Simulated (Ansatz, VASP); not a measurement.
# H: VASP beside Ansatz

File POSCAR:

```
H
1.0
    0.0000000000      1.1335614022      1.1335614022
    1.1335614022      0.0000000000      1.1335614022
    1.1335614022      1.1335614022      0.0000000000
H
1
Direct
    0.0000000000      0.0000000000      0.0000000000
```

Contents of INCAR.step1:

```
PREC     = Accurate       # precision mode
ENCUT    = 600            # plane-wave cutoff, eV
ISMEAR   = 0              # smearing method
SIGMA    = 0.1            # smearing width, eV
LREAL    = F              # projectors in reciprocal space
LASPH    = T              # aspherical terms in the spheres
NELM     = 100            # most SCF steps
GGA      = PE             # functional
ALGO     = Normal         # electronic algorithm
EDIFF    = 1E-4           # SCF threshold, eV
LWAVE    = T              # write WAVECAR
LCHARG   = F              # write CHGCAR
```

File INCAR.step2:

```
PREC     = Accurate       # precision mode
ENCUT    = 600            # plane-wave cutoff, eV
EDIFF    = 1E-6           # SCF threshold, eV
ISMEAR   = 0              # smearing method
SIGMA    = 0.1            # smearing width, eV
LREAL    = F              # projectors in reciprocal space
LASPH    = T              # aspherical terms in the spheres
NELM     = 100            # most SCF steps
ALGO     = Normal         # electronic algorithm
ISIF     = 3              # what is computed and relaxed
LWAVE    = F              # write WAVECAR
LCHARG   = F              # write CHGCAR
METAGGA  = R2SCAN         # meta-GGA
LMIXTAU  = T            
IBRION   = 2              # ionic algorithm
NSW      = 100            # ionic steps
EDIFFG   = -0.01          # ionic threshold
ISTART   = 1
```

File KPOINTS:

```
regular mesh
0
Gamma
  42 42 42
```

Input for Ansatz:

```yaml
crystal:
  lattice:
    - [0.0, 1.1335614022, 1.1335614022]
    - [1.1335614022, 0.0, 1.1335614022]
    - [1.1335614022, 1.1335614022, 0.0]
  atoms:
    - { symbol: H, position: [0.0, 0.0, 0.0] }
basis:
  ecutwfc: 500
kpoints:
  mp_grid: { grid: [42, 42, 42] }
hamiltonian:
  xc: r2scan
scf:
  occupations: { method: gaussian, width: 0.1 }
output:
  forces: true
  stress: true
  eigenvalues: true
relax:
  adjacent_minimum: "off"
  f_tol: 0.01
  max_steps: 80
  cell: { stress_tol: 0.05 }
```

Alike in both runs: task relaxation of cell and atoms; functional r2SCAN; k mesh 42 × 42 × 42; occupations gaussian, width 0.1 eV; no spin polarisation.

|  | VASP | Ansatz |
| --- | --- | --- |
| version | VASP 6.6.1 | Ansatz 0.2.0 |
| potentials or method | VASP PAW PBE potentials, release 64 (H) | scalar-relativistic, plane waves, PAW |
| plane-wave cutoff (eV) | 600 | 500 |
| valence electrons in the cell | 1 | 1 |

|  | VASP | Ansatz | Ansatz less VASP |
| --- | --- | --- | --- |
| gap on the k mesh at the Fermi level, each at its own relaxed structure (eV) | none | none | - |
| relaxed volume (Å³/atom) | 2.91 | 2.93 | +0.012 |
| relaxed cell length with the largest relative difference (Å) | 1.603 | 1.605 | +0.0022 |

A gap of «none» marks a metal or a gap that the smearing closes.

Caveats: the relaxation stopped at its first step, so nothing moved; the PAW data sets were made with another functional, which shifts forces and pressure a little (VASP).
